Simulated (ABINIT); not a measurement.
# CdSe (Cadmoselite) (P6_3mc) in ABINIT: a series of runs

Aim: see how the results for CdSe (Cadmoselite) move with the level of theory and the settings. Levels: PBEsol, LDA. Tasks: single point.

Program: ABINIT 10.8.3 (patched build). These are calculated values, not measurements. Logs are shortened: lines on timing, memory, paths and dates and some standing lists are left out, and cuts for length are marked. The log counts tension as positive stress, the text compression.

### 1 The crystal as given

Symmetry: P6_3mc, No. 186, hexagonal system. Conventional cell: a = 4.300 Å, b = 4.300 Å, c = 7.020 Å, α = 90.00°, β = 90.00°, γ = 120.00°. Cd (site symmetry 3m) is surrounded by 4 Se at 2.61 to 2.70 Å. Se (site symmetry 3m) has 4 Cd at 2.61 to 2.70 Å as nearest neighbours.

### 2 Single point, PBEsol

run.abi reads:

```
pp_dirpath "./"
pseudos "Cd.GGA_PBE-JTH.xml, Se.GGA_PBE-JTH.xml"

acell 4.3 4.3 7.02 Angstrom
rprim
     1.0000000000     0.0000000000     0.0000000000
    -0.5000000000     0.8660254038     0.0000000000
     0.0000000000     0.0000000000     1.0000000000
ntypat 2
znucl 48 34
natom 4
typat 1 1 2 2
xred
     0.6666666667     0.3333333333     0.5000000000
     0.3333333333     0.6666666667     0.0000000000
     0.6666666667     0.3333333333     0.8850000000
     0.3333333333     0.6666666667     0.3850000000

ecut 17.0
pawecutdg 34.0

kptopt 1
ngkpt 3 3 2
nshiftk 1
shiftk 0.0 0.0 0.0

ixc -116133

nband 22
occopt 3
tsmear 0.05 eV

nstep 100
tolvrs 1.0e-9

iomode 3
prtwf 0
prteig 0
prtebands 0
enunit 1
prtden 1
prtvha 1
prtvclmb 1
prtpot 1
```

Potentials or basis: JTH PAW PBE v2.0.

The run is started by

```bash
$ abinit run.abi > log 2>&1
```

run.abo:

```text
.Version 10.8.3 of ABINIT
 Symmetries : space group P6_3 m c (#186); Bravais hP (primitive hexag.)
================================================================================
 Values of the parameters that define the memory need of the present run
     intxc =       0    ionmov =       0      iscf =      17    lmnmax =      18
     lnmax =       6     mgfft =      50  mpssoang =       3    mqgrid =    3483
     natom =       4  nloc_mem =       2    nspden =       1   nspinor =       1
    nsppol =       1      nsym =      12    n1xccc =       1    ntypat =       2
    occopt =       3   xclevel =       2
       mpw =        2563          nfft =       51200          nkpt =           6
 PAW method is used; the additional fine FFT grid is defined by:
   mgfftf=        72    nfftf =    145800
================================================================================
================================================================================

--------------------------------------------------------------------------------
------------- Echo of variables that govern the present computation ------------
--------------------------------------------------------------------------------
 -outvars: echo values of preprocessed input variables --------
            acell      8.1258223414E+00  8.1258223414E+00  1.3265877404E+01 Bohr
              amu      1.12411000E+02  7.89600000E+01
             ecut      1.70000000E+01 Hartree
           enunit           1
              ixc     -116133
         kptrlatt        3    0    0      0    3    0      0    0    2
          kptrlen      2.43774670E+01
            natom           4
            nband          22
            ngfft          32      32      50
          ngfftdg          45      45      72
             nkpt           6
            nstep         100
             nsym          12
           ntypat           2
           occopt           3
        pawecutdg      3.40000000E+01 Hartree
         pawxcdev           0
        prtebands           0
           prteig           0
           prtpot           1
         prtvclmb           1
           prtvha           1
            prtwf           0
            rprim      1.0000000000E+00  0.0000000000E+00  0.0000000000E+00
                      -5.0000000000E-01  8.6602540380E-01  0.0000000000E+00
                       0.0000000000E+00  0.0000000000E+00  1.0000000000E+00
          spgroup         186
           tolvrs      1.00000000E-09
           tsmear      1.83746611E-03 Hartree
            typat      1  1  2  2
           useylm           1
           xangst      2.1500000000E+00  1.2413030788E+00  3.5100000000E+00
                       8.4494064756E-17  2.4826061576E+00  0.0000000000E+00
                       2.1500000000E+00  1.2413030788E+00  6.2127000000E+00
                       8.4494064756E-17  2.4826061576E+00  2.7027000000E+00
            xcart      4.0629111707E+00  2.3457228581E+00  6.6329387019E+00
                       1.5967064165E-16  4.6914457163E+00  0.0000000000E+00
                       4.0629111707E+00  2.3457228581E+00  1.1740301502E+01
                       1.5967064165E-16  4.6914457163E+00  5.1073628005E+00
             xred      6.6666666667E-01  3.3333333333E-01  5.0000000000E-01
                       3.3333333333E-01  6.6666666667E-01  0.0000000000E+00
                       6.6666666667E-01  3.3333333333E-01  8.8500000000E-01
                       3.3333333333E-01  6.6666666667E-01  3.8500000000E-01
            znucl       48.00000   34.00000

================================================================================

 chkinp: Checking input parameters for consistency.

================================================================================
== DATASET  1 ==================================================================

--- !DatasetInfo
iteration_state: {dtset: 1, }
dimensions: {natom: 4, nkpt: 6, mband: 22, nsppol: 1, nspinor: 1, nspden: 1, mpw: 2563, }
cutoff_energies: {ecut:  17.0, pawecutdg:  34.0, }
electrons: {nelect:   3.60000000E+01, charge:   0.00000000E+00, occopt:   3.00000000E+00, tsmear:   1.83746611E-03, }
meta: {optdriver: 0, ionmov: 0, optcell: 0, iscf: 17, paral_kgb: 0, }
...

 Real(R)+Recip(G) space primitive vectors, cartesian coordinates (Bohr,Bohr^-1):
 R(1)=  8.1258223  0.0000000  0.0000000  G(1)=  0.1230645  0.0710513  0.0000000
 R(2)= -4.0629112  7.0371686  0.0000000  G(2)=  0.0000000  0.1421026  0.0000000
 R(3)=  0.0000000  0.0000000 13.2658774  G(3)=  0.0000000  0.0000000  0.0753814
 Unit cell volume ucvol=  7.5857977E+02 bohr^3
 Angles (23,13,12)=  9.00000000E+01  9.00000000E+01  1.20000000E+02 degrees

 Coarse grid specifications (used for wave-functions):

 getcut: wavevector=  0.0000  0.0000  0.0000  ngfft=  32  32  50
         ecut(hartree)=     17.000   => boxcut(ratio)=   2.03069

 Fine grid specifications (used for densities):

 getcut: wavevector=  0.0000  0.0000  0.0000  ngfft=  45  45  72
         ecut(hartree)=     34.000   => boxcut(ratio)=   2.06291

--- Pseudopotential description ------------------------------------------------
- pspini: atom type   1  psp file is ./Cd.GGA_PBE-JTH.xml
 Pseudopotential format is: paw10
 basis_size (lnmax)=  6 (lmn_size= 18), orbitals=   0   0   1   1   2   2
 Spheres core radius: rc_sph= 2.50233826
 Shapefunction is BESSEL type: shapef(r,l)=aa(1,l)*jl(q(1,l)*r)+aa(2,l)*jl(q(2,l)*r)
 Radius for shape functions =  2.31074885
 Compensation charge density is not taken into account in XC energy/potential

- pspini: atom type   2  psp file is ./Se.GGA_PBE-JTH.xml
 Pseudopotential format is: paw10
 basis_size (lnmax)=  4 (lmn_size=  8), orbitals=   0   0   1   1
 Spheres core radius: rc_sph= 2.21132333
 Shapefunction is BESSEL type: shapef(r,l)=aa(1,l)*jl(q(1,l)*r)+aa(2,l)*jl(q(2,l)*r)
 Radius for shape functions =  2.00656599
 Compensation charge density is not taken into account in XC energy/potential

   4.10605716E+03                                ecore*ucvol(ha*bohr**3)
--------------------------------------------------------------------------------

================================================================================

--- !BeginCycle
iteration_state: {dtset: 1, }
solver: {iscf: 17, nstep: 100, nline: 4, wfoptalg: 10, }
tolerances: {tolvrs: 1.00E-09, }
...

     iter   Etot(hartree)      deltaE(h)  residm     nres2
 ETOT  1  -114.12042614535    -1.141E+02 2.216E-01 4.088E+00
 ETOT  2  -114.35565216471    -2.352E-01 3.809E-03 1.114E+00
 ETOT  3  -114.35046387279     5.188E-03 5.867E-04 1.327E-01
 ETOT  4  -114.35117846474    -7.146E-04 2.512E-04 2.274E-02
 ETOT  5  -114.35167778535    -4.993E-04 2.698E-04 3.776E-03
 ETOT  6  -114.35183990922    -1.621E-04 1.804E-04 6.557E-04
 ETOT  7  -114.35191945358    -7.954E-05 1.792E-04 1.220E-04
 ETOT  8  -114.35195263789    -3.318E-05 8.158E-05 3.938E-05
 ETOT  9  -114.35196585242    -1.321E-05 2.435E-05 1.287E-05
 ETOT 10  -114.35197235892    -6.507E-06 4.914E-05 1.198E-06
[... 15 lines left out ...]
 ETOT 26  -114.35197891682    -3.845E-10 5.772E-06 4.150E-08
 ETOT 27  -114.35197891701    -1.915E-10 3.508E-06 2.561E-08
 ETOT 28  -114.35197891714    -1.252E-10 5.465E-06 3.439E-08
 ETOT 29  -114.35197891719    -5.288E-11 3.240E-06 2.816E-08
 ETOT 30  -114.35197891724    -4.846E-11 5.224E-06 3.378E-08
 ETOT 31  -114.35197891728    -3.816E-11 3.023E-06 3.853E-08
 ETOT 32  -114.35197891734    -5.826E-11 5.041E-06 9.212E-08
 ETOT 33  -114.35197891723     1.043E-10 2.831E-06 3.891E-09
 ETOT 34  -114.35197891724    -1.140E-11 4.883E-06 7.683E-09
 ETOT 35  -114.35197891724     3.411E-12 2.677E-06 7.820E-10

 At SCF step   35       nres2   =  7.82E-10 < tolvrs=  1.00E-09 =>converged.

 Cartesian components of stress tensor (hartree/bohr^3)
  sigma(1 1)= -4.72169097E-05  sigma(3 2)=  0.00000000E+00
  sigma(2 2)= -4.72169100E-05  sigma(3 1)=  0.00000000E+00
  sigma(3 3)=  5.18339300E-05  sigma(2 1)=  0.00000000E+00

--- !ResultsGS
iteration_state: {dtset: 1, }
comment   : Summary of ground state results
lattice_vectors:
- [  8.1258223,   0.0000000,   0.0000000, ]
- [ -4.0629112,   7.0371686,   0.0000000, ]
- [  0.0000000,   0.0000000,  13.2658774, ]
lattice_lengths: [   8.12582,    8.12582,   13.26588, ]
lattice_angles: [ 90.000,  90.000, 120.000, ] # degrees, (23, 13, 12)
lattice_volume:   7.5857977E+02
convergence: {deltae:  3.411E-12, res2:  7.820E-10, residm:  2.677E-06, diffor: null, }
etotal    :  -1.14351979E+02
entropy   :   0.00000000E+00
fermie    :   6.26410294E-02
cartesian_stress_tensor: # hartree/bohr^3
- [ -4.72169097E-05,   0.00000000E+00,   0.00000000E+00, ]
- [  0.00000000E+00,  -4.72169100E-05,   0.00000000E+00, ]
- [  0.00000000E+00,   0.00000000E+00,   5.18339300E-05, ]
pressure_GPa:   4.1778E-01
xred      :
- [  6.6667E-01,   3.3333E-01,   5.0000E-01, Cd]
- [  3.3333E-01,   6.6667E-01,   0.0000E+00, Cd]
- [  6.6667E-01,   3.3333E-01,   8.8500E-01, Se]
- [  3.3333E-01,   6.6667E-01,   3.8500E-01, Se]
cartesian_forces: # hartree/bohr
- [ -0.00000000E+00,  -0.00000000E+00,   6.27027458E-03, ]
- [ -0.00000000E+00,  -0.00000000E+00,   6.27027458E-03, ]
- [ -0.00000000E+00,  -0.00000000E+00,  -6.27027458E-03, ]
- [ -0.00000000E+00,  -0.00000000E+00,  -6.27027458E-03, ]
force_length_stats: {min:   6.27027458E-03, max:   6.27027458E-03, mean:   6.27027458E-03, }
...

 Integrated electronic density in atomic spheres:
 ------------------------------------------------
 Atom  Sphere_radius  Integrated_density
    1        2.50234         10.44513585
    2        2.50234         10.44513585
    3        2.21132          3.95889202
    4        2.21132          3.95889202

================================================================================

 ----iterations are completed or convergence reached----

 Mean square residual over all n,k,spin=   26.317E-09; max=  26.774E-07
 reduced coordinates (array xred) for    4 atoms
       0.666666666667      0.333333333333      0.500000000000
       0.333333333333      0.666666666667      0.000000000000
       0.666666666667      0.333333333333      0.885000000000
       0.333333333333      0.666666666667      0.385000000000
 rms dE/dt=  4.8024E-02; max dE/dt=  8.3196E-02; dE/dt below (all hartree)
    1       0.000000000000      0.000000000000     -0.083165637144
    2       0.000000000000      0.000000000000     -0.083165637144
    3       0.000000000000      0.000000000000      0.083195750697
    4       0.000000000000      0.000000000000      0.083195750697

 cartesian coordinates (angstrom) at end:
    1      2.15000000000000     1.24130307878000     3.51000000000000
    2      0.00000000000000     2.48260615756000     0.00000000000000
    3      2.15000000000000     1.24130307878000     6.21270000000000
    4      0.00000000000000     2.48260615756000     2.70270000000000

 cartesian forces (hartree/bohr) at end:
    1     -0.00000000000000    -0.00000000000000     0.00627027458405
    2     -0.00000000000000    -0.00000000000000     0.00627027458405
    3     -0.00000000000000    -0.00000000000000    -0.00627027458405
    4     -0.00000000000000    -0.00000000000000    -0.00627027458405
 frms,max,avg= 3.6201447E-03 6.2702746E-03   0.000E+00  0.000E+00 -1.135E-06 h/b

 cartesian forces (eV/Angstrom) at end:
    1     -0.00000000000000    -0.00000000000000     0.32243048297453
    2     -0.00000000000000    -0.00000000000000     0.32243048297453
    3     -0.00000000000000    -0.00000000000000    -0.32243048297453
    4     -0.00000000000000    -0.00000000000000    -0.32243048297453
 frms,max,avg= 1.8615533E-01 3.2243048E-01   0.000E+00  0.000E+00 -5.836E-05 e/A
 length scales=  8.125822341403  8.125822341403 13.265877403873 bohr
              =  4.300000000000  4.300000000000  7.020000000000 angstroms
 Fermi (or HOMO) energy (eV) =   1.70455   Average Vxc (eV)=  -8.95548
 Eigenvalues (   eV  ) for nkpt=   6  k points:
 kpt#   1, nband= 22, wtk=  0.05556, kpt=  0.0000  0.0000  0.0000 (reduced coord)
 -11.21678  -10.83689   -6.55183   -6.55183   -6.49644   -6.49644   -6.49342   -6.19619
  -6.19619   -6.12901   -6.12901   -5.84731   -2.91821    0.67417    0.67417    1.38749
   1.40893    1.40893    1.95115    3.37087    7.16693    7.16693
 prteigrs : prtvol=0 or 1, do not print more k-points.

--- !EnergyTerms
iteration_state     : {dtset: 1, }
comment             : Components of total free energy in Hartree
kinetic             :  3.24841089975817E+01
hartree             :  2.97828533037327E+01
xc                  : -1.88798346074419E+01
Ewald energy        : -8.17469324716602E+01
psp_core            :  5.41282184876845E+00
local_psp           : -8.99406437065164E+01
PAW spherical_terms :  8.53566449098217E+00
internal            : -1.14351962144553E+02
'-kT*entropy'       : -1.89469026417659E-05
total_energy        : -1.14351981091456E+02
total_energy_eV     : -3.11167592547273E+03
...

--- !EnergyTermsDC
iteration_state     : {dtset: 1, }
comment             : '"Double-counting" decomposition of free energy'
band_energy         : -6.49238156438620E+00
Ewald energy        : -8.17469324716602E+01
psp_core            :  5.41282184876845E+00
xc_dc               : -3.36866857933079E+01
PAW spherical_terms :  2.16121801024981E+00
internal            : -1.14351959970336E+02
'-kT*entropy'       : -1.89469026417659E-05
total_energy_dc     : -1.14351978917239E+02
total_energy_dc_eV  : -3.11167586630926E+03
...

--- !EnergyTermsWithPAWCore
iteration_state     : {dtset: 1, }
comment             : 'Components of total free energy, including PAW core contributions'
Total energy        : -1.60411645955783E+04
Total energy DC     : -1.60411645934040E+04
Total energy (eV)   : -4.36502325645636E+05
Total energy DC (eV): -4.36502325586472E+05
...

 Cartesian components of stress tensor (hartree/bohr^3)
  sigma(1 1)= -4.72169097E-05  sigma(3 2)=  0.00000000E+00
  sigma(2 2)= -4.72169100E-05  sigma(3 1)=  0.00000000E+00
  sigma(3 3)=  5.18339300E-05  sigma(2 1)=  0.00000000E+00

-Cartesian components of stress tensor (GPa)         [Pressure=  4.1778E-01 GPa]
- sigma(1 1)= -1.38916945E+00  sigma(3 2)=  0.00000000E+00
- sigma(2 2)= -1.38916945E+00  sigma(3 1)=  0.00000000E+00
- sigma(3 3)=  1.52500687E+00  sigma(2 1)=  0.00000000E+00

== END DATASET(S) ==============================================================
================================================================================

 -outvars: echo values of variables after computation  --------
            acell      8.1258223414E+00  8.1258223414E+00  1.3265877404E+01 Bohr
           etotal     -1.1435197892E+02
            fcart     -0.0000000000E+00 -0.0000000000E+00  6.2702745840E-03
                      -0.0000000000E+00 -0.0000000000E+00  6.2702745840E-03
                      -0.0000000000E+00 -0.0000000000E+00 -6.2702745840E-03
                      -0.0000000000E+00 -0.0000000000E+00 -6.2702745840E-03
            rprim      1.0000000000E+00  0.0000000000E+00  0.0000000000E+00
                      -5.0000000000E-01  8.6602540380E-01  0.0000000000E+00
                       0.0000000000E+00  0.0000000000E+00  1.0000000000E+00
           strten     -4.7216909728E-05 -4.7216909983E-05  5.1833930044E-05
                       0.0000000000E+00  0.0000000000E+00  0.0000000000E+00
           xangst      2.1500000000E+00  1.2413030788E+00  3.5100000000E+00
                       8.4494064756E-17  2.4826061576E+00  0.0000000000E+00
                       2.1500000000E+00  1.2413030788E+00  6.2127000000E+00
                       8.4494064756E-17  2.4826061576E+00  2.7027000000E+00
             xred      6.6666666667E-01  3.3333333333E-01  5.0000000000E-01
                       3.3333333333E-01  6.6666666667E-01  0.0000000000E+00
                       6.6666666667E-01  3.3333333333E-01  8.8500000000E-01
                       3.3333333333E-01  6.6666666667E-01  3.8500000000E-01
 Calculation completed.
```

Run time: 69 s. Hardware: 1 thread of Arm Neoverse V1, shared host; peak memory 0.15 GiB.

What came out:

```
Free energy                                           : -3111.6759 eV
Largest force                                         : 0.322 eV/Å
Band gap on the k mesh                                : 0.54 eV, direct
Valence electrons inside the program's atomic spheres : Cd 10.45; Se 3.96
```

Forces in eV/Å, atoms in the order of the input:
```
Cd   0.000  0.000  0.322
Cd   0.000  0.000  0.322
Se   0.000  0.000 -0.322
Se   0.000  0.000 -0.322
```

Caveat: the k mesh is coarse (spacing up to 0.56 Å⁻¹), so the values aren't converged; the cutoff is too short for stress, so the log's stress isn't used; the PAW data sets were made with another functional, which shifts forces and pressure a little.

### 3 Single point, LDA

Changes to run.abi since step 2:

```diff
@@ -1,5 +1,5 @@
 pp_dirpath "./"
-pseudos "Cd.GGA_PBE-JTH.xml, Se.GGA_PBE-JTH.xml"
+pseudos "Cd.LDA_PW-JTH.xml, Se.LDA_PW-JTH.xml"
 
-acell 4.3 4.3 7.02 Angstrom
+acell 8.1258223359 8.1258223359 13.2658773949
 rprim
@@ -22,3 +22,3 @@
 kptopt 1
-ngkpt 3 3 2
+ngkpt 4 4 2
 nshiftk 1
@@ -26,3 +26,3 @@
 
-ixc -116133
+ixc 7
 
@@ -39,3 +39,2 @@
 prtebands 0
-enunit 1
 prtden 1
```

Potentials or basis: JTH PAW LDA v2.0.

The run is started by

```bash
$ abinit run.abi > log 2>&1
```

It took 19 s on 1 thread of Arm Neoverse V1, shared host; peak memory 0.12 GiB.

Results (log left out):

| Property | Result |
| --- | --- |
| Free energy | -3123.3813 eV |
| Largest force | 0.271 eV/Å |
| Band gap on the k mesh | 0.41 eV, direct |
| Valence electrons inside the program's atomic spheres | Cd 10.46; Se 3.96 |

Forces on the atoms (eV/Å):
```
Cd   0.000  0.000  0.271
Cd   0.000  0.000  0.271
Se   0.000  0.000 -0.271
Se   0.000  0.000 -0.271
```

Levels at points of the mesh, in eV from the valence-band top:
```
           k point  band 15  band 16  band 17  band 18  band 19  band 20  band 21  band 22
(0.00, 0.00, 0.00)    -0.73    -0.02     0.00     0.00     0.41     1.87     5.73     5.73
(0.50, 0.00, 0.00)    -2.62    -1.90    -1.28    -0.85     3.02     3.10     4.63     5.95
(0.00, 0.00, 0.50)    -0.38    -0.38    -0.38    -0.38     2.10     2.10     5.62     5.62
(0.50, 0.00, 0.50)    -1.41    -1.41    -1.32    -1.32     2.76     2.76     4.62     4.62
```

Caveat: the k mesh is coarse (spacing up to 0.45 Å⁻¹), so the values aren't converged; the cutoff is too short for stress, so the log's stress isn't used. LDA gaps usually lie below the measured ones, often by a third to a half.
